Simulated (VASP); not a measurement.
A run of VASP 6.6.1 is set up as follows.

INCAR

```
PREC = Accurate ; ENCUT = 520
EDIFF = 1E-8 ; ISMEAR = -1
SIGMA = 0.03 ; LREAL = F
LASPH = T ; NELM = 60
ALGO = Normal ; ISIF = 2
LWAVE = F ; LCHARG = F
GGA = PE ; LEFG = T
NBANDS = 15
```

File KPOINTS:

```
Automatic mesh
0
Gamma
  6 6 6
```

POSCAR

```
CsBr
1.0
    4.3562747853      0.0000000000      0.0000000000
    0.0000000000      4.3562747853      0.0000000000
    0.0000000000      0.0000000000      4.3562747853
Cs Br
1 1
Direct
    0.0000000000      0.0000000000      0.0000000000
    0.5000000000      0.5000000000      0.5000000000
```

Potentials or basis: VASP PAW PBE potentials, release 64 (Cs_sv, Br).

The run is started by

```sh
$ cat potpaw_PBE.64/Cs_sv/POTCAR potpaw_PBE.64/Br/POTCAR > POTCAR
$ mpirun -np 1 vasp_std > vasp.out
```

Task: What does it give for the band gap on the k mesh?

Result: 4.33 eV, indirect (least direct gap 4.34 eV).

Task: Estimate the pressure.

Result: 0.3 GPa.

Electric field gradients, principal values (V/Å²):
```csv
atom,Vxx,Vyy,Vzz
1 Cs,0.000,0.000,0.000
2 Br,0.000,0.000,0.000
```

Caveat: spin-orbit coupling is left out, which moves the levels of the heavy elements. A k mesh can miss the band edges.
